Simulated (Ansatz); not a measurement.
**HgTe: zone-centre modes at 8 GPa**

The calculation used Ansatz, DFT PBE, scalar-relativistic, plane waves, PAW. Plane waves to 420 eV; Γ-centred k mesh 12×12×12; Fermi-Dirac smearing of 0.15 eV. No spin polarisation. Phonons by linear response, acoustic sum rule imposed.

The cell, relaxed at 8 GPa:
```xyz
2
Lattice="0.0000 3.1568 3.1568 3.1568 0.0000 3.1568 3.1568 3.1568 0.0000" Properties=species:S:1:pos:R:3 pbc="T T T"
Hg    0.0000    0.0000    0.0000
Te    4.7352    4.7352    4.7352
```

In a metal, frequencies and elastic constants depend on the k mesh and the smearing, soft modes and shear constants most. Spin–orbit coupling is left out, which can shift energies with elements as heavy as these.

Optical modes at Γ; i marks an imaginary frequency:
| frequency (THz) | degeneracy |
| --- | --- |
| 4.09 | 3 |

All 3 optical modes at Γ are real: no displacement of atoms at fixed cell lowers the energy to second order. Strains and modes at other wave vectors aren't tested by this run.

The bands only touch here, so at this level the crystal is a zero-gap semiconductor or semimetal, not an ordinary metal; spin–orbit coupling, left out, can open or move such a gap.

Cost: 1 run of about 0.78 core-minutes, on Intel Xeon Platinum 8488C (Sapphire Rapids) (shared hosts).